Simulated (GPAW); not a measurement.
GaP:

```
CELL_PARAMETERS angstrom
0.00000 2.72525 2.72525
2.72525 0.00000 2.72525
2.72525 2.72525 0.00000
ATOMIC_POSITIONS crystal
Ga 0.00000 0.00000 0.00000
P 0.75000 0.75000 0.75000
```

| Quantity | Value |
| --- | --- |
| Program | GPAW 26.7.0 |
| Task | relaxation of cell and atoms |
| Functional | RPBE |
| Potentials or basis | the program's PAW data sets (release 1.2.1) made for this functional |
| Cutoff | 600 eV |
| Basis | pw |
| k mesh | 8 × 8 × 8 |
| Occupations | fermi-dirac, width 0.05 eV |
| Spin | no spin polarisation |

At the start: pressure 6.7 GPa; volume 20.24 Å³/atom.

**Question.** Where does the relaxation end?

**Answer.** Over 4 steps the energy falls by 31.4 meV/atom and the volume is 21.84 Å³/atom (+7.9 %); space group F-43m (No. 216, to 0.05 Å).

The path:
```csv
step,energy change (eV),largest force (eV/Å),pressure (GPa),volume (Å³)
1,0.0000,0.0000,6.70,40.48
2,-0.0268,0.0000,4.90,41.22
3,-0.0625,0.0000,0.40,43.46
4,-0.0628,0.0000,0.03,43.68
```

Final structure:
```
Ga P
1.0
     0.00000    2.79518    2.79518
     2.79518    0.00000    2.79518
     2.79518    2.79518    0.00000
Ga P
1 1
Direct
  0.00000 0.00000 0.00000
  0.75000 0.75000 0.75000
```

Caveat: the data sets keep Ga 3d, Li 1s and Be 1s frozen, and some such compounds lay over 1.5 % in volume off other programs; later steps reuse the first step's grids.
